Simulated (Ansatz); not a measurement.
# GaSb: how the settings move a single-point run

How sensitive is a single-point run of GaSb to its settings? A reference run comes first, then one run with altered input. The cell is built on a prototype (CsCl type) and needn't be the phase found in nature.

Computed with Ansatz 0.2.0 (reference: DFT, r2SCAN, plane waves, PAW, unless a step's input says otherwise).

7 further runs of the same task are left out: 6 for a known fault of the program, 1 that didn't finish.

### Step 1. The system as given

Symmetry: Pm-3m, No. 221, cubic system. The conventional cell has a = 3.582 Å, b = 3.582 Å, c = 3.582 Å, α = 90.00°, β = 90.00°, γ = 90.00°. Around Ga (site symmetry m-3m) lie 8 Sb at 3.10 Å. Sb (site symmetry m-3m) is surrounded by 8 Ga at 3.10 Å.

Structure file:

```cif
data_structure
_symmetry_space_group_name_H-M 'Pm-3m'
_symmetry_Int_Tables_number 221
_cell_length_a 3.5818
_cell_length_b 3.5818
_cell_length_c 3.5818
_cell_angle_alpha 90.000
_cell_angle_beta 90.000
_cell_angle_gamma 90.000
_cell_volume 45.95
loop_
_atom_site_label
_atom_site_type_symbol
_atom_site_symmetry_multiplicity
_atom_site_Wyckoff_symbol
_atom_site_fract_x
_atom_site_fract_y
_atom_site_fract_z
_atom_site_occupancy
Ga1 Ga 1 a 0.00000 0.00000 0.00000 1
Sb1 Sb 1 b 0.50000 0.50000 0.50000 1
```

### Step 2. The reference run

File input.yaml:

```yaml
crystal:
  lattice:
    - [3.5818184809, 0.0, 0.0]
    - [0.0, 3.5818184809, 0.0]
    - [0.0, 0.0, 3.5818184809]
  atoms:
    - { symbol: Ga, position: [0.0, 0.0, 0.0] }
    - { symbol: Sb, position: [0.5, 0.5, 0.5] }
kpoints:
  mp_grid: { grid: [6, 6, 6] }
hamiltonian:
  xc: r2scan
scf:
  occupations: { method: fermi_dirac, width: 0.02 }
  n_extra_bands: 4
output:
  forces: true
  stress: true
  eigenvalues: true
  write_density: true
  write_potential: true
  elf: true
  volumetric_format: npy
```

On the command line:

```
> ansatz run input.yaml --threads 4 --pin off --max-ram 3686MiB --backend cpu --events-out ev --progress --plain --runs-dir out
```

### Step 3. Changed: pseudopotentials.kind nc

input.yaml, as its differences from that of step 2:

```diff
@@ -12,2 +12,3 @@
   xc: r2scan
+  pseudopotentials: { kind: nc }
 scf:
@@ -19,5 +20 @@
   eigenvalues: true
-  write_density: true
-  write_potential: true
-  elf: true
-  volumetric_format: npy
```

What does the calculation give? Wanted: for each run, ending; energy change; pressure; gap; force.

The runs gave:

| run | ending | energy change | pressure (GPa) | gap (eV) | force (eV/Å) | cycles | time |
| --- | --- | --- | --- | --- | --- | --- | --- |
| reference | converged | - | 0.0 | 0.00 | 0.00 | 7 | 2.4 s |
| 1: pseudopotentials.kind nc | converged | not comparable | 0.0 | 0.00 | 0.00 | 8 | 7.4 s |

Times don't compare one to one where runs were asked for different outputs or read a saved state (see the inputs); cycles may leave out searches for a lower state.

Residual by cycle in the longest SCF loop of each run; runs are numbered as in the table. The quantity is the density residual dr2, in eV.

| cycle | reference | run 1 |
| --- | --- | --- |
| 1 | 0.00916 | 0.267 |
| 2 | 0.00415 | 0.0354 |
| 3 | 0.00188 | 0.00243 |
| 4 | 8.2e-5 | 4.6e-4 |
| 5 | 3.1e-5 | 1.1e-5 |
| 6 | 2.0e-6 | 2.7e-6 |
| 7 | 3.1e-8 | 3.6e-7 |
| 8 | - | 4.7e-9 |

What this shows: A change of potentials puts the total energy on another scale; pressure, gap, moments and forces, where computed, barely move. The two sets of potentials agree on what can be compared. Semilocal functionals close small gaps, so the missing gap need not be the real solid's.
